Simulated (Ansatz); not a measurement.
Crystal: NaF (Villiaumite).

```
Na F
1.0
     0.00000    2.32000    2.32000
     2.32000    0.00000    2.32000
     2.32000    2.32000    0.00000
Na F
1 1
Direct
  0.00000 0.00000 0.00000
  0.50000 0.50000 0.50000
```

Base run:

| Property | Result |
| --- | --- |
| Program | Ansatz 0.2.0 |
| Functional | PBE |
| Potentials or basis | all-electron LAPW, scalar-relativistic |
| Cutoff | 261 eV |
| Density cutoff | 1046 eV |
| Basis error allowed | 0.001 eV/atom |
| k mesh | 10 × 10 × 10 |
| Occupations | gaussian, width 0.1 eV |
| Spin | no spin polarisation |

Its results: band gap on the k mesh 6.29 eV, direct; pressure 1.9 GPa.

Question: The run is repeated on the same cell with these changes: functional from PBE to PBEsol; occupations from gaussian, width 0.1 eV to gaussian, width 0.05 eV. What comes out?

Answer: Band gap on the k mesh 6.15 eV, direct; pressure -0.3 GPa.

A k mesh can miss the band edges.

Not every run made on this cell is shown here.
